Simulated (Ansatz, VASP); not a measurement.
## MgS: VASP beside Ansatz

```
CELL_PARAMETERS angstrom
2.50299 2.50299 0.00000
-2.50299 2.50299 0.00000
0.00000 2.50299 2.50299
ATOMIC_POSITIONS crystal
Mg 0.00000 0.00000 0.00000
S 0.50000 0.50000 0.00000
```

Alike in both runs: task single point; functional PBEsol; k mesh 8 × 8 × 8; no spin polarisation.

|  | VASP | Ansatz |
| --- | --- | --- |
| version | VASP 6.6.1 | Ansatz 0.2.0 |
| potentials or method | VASP PAW PBE potentials, release 64 (Mg, S), cutoff 520 eV | all-electron LAPW, scalar-relativistic |
| occupations | gaussian, width 0.01 eV | fixed |

Ansatz gave:

- gap on the k mesh at the Fermi level (eV): 2.93
- pressure (GPa): 10.0

Estimate VASP's values.

gap on the k mesh at the Fermi level (eV): 2.94; pressure (GPa): 9.8.

Ansatz ran all-electron here, so the differences hold the error of VASP's frozen core and of both bases.

Caveats: the PAW data sets were made with another functional, which shifts forces and pressure a little (VASP). A k mesh can miss the band edges.
